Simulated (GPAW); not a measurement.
Write an ASE script for GPAW 26.7.0 that does the following.

```
Task                : single point
Functional          : PBE
Potentials or basis : GPAW PAW data sets (gpaw-data 1.2.1)
Cutoff              : 600 eV
Basis               : pw
k mesh              : 13 × 13 × 13
Occupations         : gaussian, width 0.02 eV
Spin                : collinear spin, ferromagnetic start
Starting moments    : [1.0] μB
Maxiter             : 150
```

The system is Ni.

```
Ni
1.0
     2.39667    0.00000    0.00000
    -0.79889    2.25960    0.00000
    -0.79889   -1.12980    1.95687
Ni
1
Direct
  0.00000 0.00000 0.00000
```

This isn't the form of Ni at room conditions, which is fcc.

The cell isn't the ideal one: the cell as VASP's run set it.

These files were run (other wordings do the same):

run.py

```python
from ase import Atoms
from ase.dft.bandgap import bandgap
from ase.io import write
from ase.units import GPa
from gpaw import GPAW, PW

atoms = Atoms(['Ni'],
              cell=[[2.3966655, 0.0, 0.0],
                    [-0.7988884998, 2.2595979031, 0.0],
                    [-0.7988884998, -1.1297989512, 1.9568691866]],
              scaled_positions=[[0.0, 0.0, 0.0]],
              pbc=True)
atoms.set_initial_magnetic_moments([1.0])

calc = GPAW(mode=PW(600),
            xc='PBE',
            kpts={'size': (13, 13, 13), 'gamma': True},
            occupations={'name': 'methfessel-paxton', 'order': 0, 'width': 0.02},
            nbands=17,
            convergence={'density': 1e-05, 'energy': 1e-05},
            maxiter=150,
            txt='gpaw.txt')
atoms.calc = calc
energy = atoms.get_potential_energy()
forces = atoms.get_forces()
stress = atoms.get_stress()
calc.write('gs.gpw')
write('result.traj', atoms)
print(f'Energy: {energy:.6f} eV')
print('Forces (eV/A):')
print(forces.round(4))
print('Stress (GPa):', (stress / GPa).round(3))
print('Moments:', calc.get_magnetic_moments().round(3))
print('Fermi level:', round(calc.get_fermi_level(), 4), 'eV')
print(f'Gap: {bandgap(calc)[0]:.4f} eV, direct: {bandgap(calc, direct=True)[0]:.4f} eV')
```

Potentials or basis: GPAW PAW data sets (gpaw-data 1.2.1), pw.

The run is started by

```console
$ OMP_NUM_THREADS=1 python run.py
```

Results of the run:

```
Pressure               : 10.1 GPa
Band gap on the k mesh : none (metal or under the smearing width)
Net moment             : 0.59 μB per cell
Site moments           : Ni +0.62 μB
```

Caveat: the stock nickel data set gives pressures a few GPa off other programs.

It took 27 s on 1 thread of Intel(R) Xeon(R) Platinum 8259CL CPU @ 2.50GHz (Skylake/Cascade Lake) (shared host), peak memory 0.15 GiB.
